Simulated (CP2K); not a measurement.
## Sn: equation of state with PBE

Sn:

```
CELL_PARAMETERS angstrom
3.40608 0.00000 0.00000
-0.19543 3.40046 0.00000
-1.55493 -1.74781 2.47562
ATOMIC_POSITIONS crystal
Sn 0.00000 0.00000 0.00000
```

This isn't the form of Sn at room conditions, which is tetragonal (white tin).

```
Program                             : CP2K 2026.2
Task                                : equation of state
Functional                          : PBE
Potentials or basis                 : POTENTIAL_UZH Sn GTH-PBE-q4; TZVP-MOLOPT-PBE-GTH basis
Density cutoff                      : 6123 eV
k mesh                              : 11 × 11 × 11
Occupations                         : fermi-dirac, width 0.05 eV
Spin                                : no spin polarisation
SCF solver                          : diagonalisation with k points
Quickstep method                    : GPW
EPS_DEFAULT                         : 1.0E-10
EPS_SCF                             : 1.0E-6
MAX_SCF                             : 100
SCF_GUESS                           : ATOMIC
k points reduced by the point group : yes
Mesh centred on Gamma               : yes
CHOLESKY                            : OFF
EPS_EIGVAL                          : 1.0E-7
MIXING METHOD                       : BROYDEN_MIXING
MIXING ALPHA                        : 0.4
NBUFFER                             : 8
NGRIDS                              : 5
Basis sets                          : Sn TZVP-MOLOPT-PBE-GTH-q4
Potentials                          : Sn GTH-PBE-q4 of POTENTIAL_UZH
ADDED_MOS                           : [8]
REL_CUTOFF (Ry)                     : 60 Ry
MIXING BETA (1/bohr)                : 1.5 1/bohr
CUTOFF of the grids                 : 450 Ry
```

```yaml
Equilibrium_volume: 28.68 Å³/atom
Bulk_modulus_at_fixed_shape_and_positions: 47 GPa
Pressure_derivative_of_the_bulk_modulus: 4.7
```

Energy against volume, from the lowest point:
| volume (Å³/atom) | energy (meV/atom) |
| --- | --- |
| 26.953 | 16.98 |
| 27.526 | 7.27 |
| 28.100 | 1.76 |
| 28.673 | 0.00 |
| 29.247 | 1.60 |
| 29.820 | 6.18 |
| 30.394 | 13.42 |

All runs of the series together: 120 s on 1 thread of Arm Neoverse V1 (shared host).

Caveat: the cell was scaled at fixed shape and fractional positions, which overstates the stiffness of a crystal with free parameters, most of all of layers and chains; the basis of atomic orbitals isn't converged, which shifts pressures, moduli and gaps.
